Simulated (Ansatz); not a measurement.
# Cost of a DFT run on CdIn2O4

```yaml
crystal:
  lattice:
    - [0.0, 4.583, 4.583]
    - [4.583, 0.0, 4.583]
    - [4.583, 4.583, 0.0]
  atoms:
    - { symbol: Cd, position: [0.5, 0.5, 0.5] }
    - { symbol: Cd, position: [0.75, 0.75, 0.75] }
    - { symbol: In, position: [0.125, 0.125, 0.125] }
    - { symbol: In, position: [0.625, 0.125, 0.125] }
    - { symbol: In, position: [0.125, 0.125, 0.625] }
    - { symbol: In, position: [0.125, 0.625, 0.125] }
    - { symbol: O, position: [0.365, 0.365, 0.365] }
    - { symbol: O, position: [0.345, 0.885, 0.885] }
    - { symbol: O, position: [0.365, 0.365, 0.905] }
    - { symbol: O, position: [0.885, 0.345, 0.885] }
    - { symbol: O, position: [0.905, 0.365, 0.365] }
    - { symbol: O, position: [0.885, 0.885, 0.885] }
    - { symbol: O, position: [0.365, 0.905, 0.365] }
    - { symbol: O, position: [0.885, 0.885, 0.345] }
kpoints:
  mp_grid: { grid: [4, 4, 4] }
scf:
  occupations: { method: fermi_dirac, width: 0.02 }
hamiltonian:
  xc: pbe
  pseudopotentials: { kind: paw }
output:
  forces: true
  stress: true
  populations: true
  efg:
    quadrupole_moments_barn: { In: 0.772, O: -0.02558 }
    contact_densities: true
relax:
  f_tol: 0.02
  max_steps: 60
```

```sh
ansatz run input.yaml --threads 1 --pin off --max-ram 2560MiB --backend cpu --events-out ev --progress --plain --runs-dir out
```

It runs on 1 thread of Intel Xeon Platinum 8259CL CPU @ 2.50GHz (Skylake/Cascade Lake) (x86_64; 32 cores open to the job, memory cap 2.5 GiB, no GPU), a shared host with a load of 0.7 a core.

Task: Estimate the wall time and the peak memory.

Result: About 33 s of wall time (33 s of CPU time) and 0.66 GiB. The run holds 140 valence electrons in 84 bands, about 3719 plane waves a k-point and 8 irreducible k-points, and took 13 SCF iterations, over 3 ionic steps. Times on a shared host vary by tens of per cent.
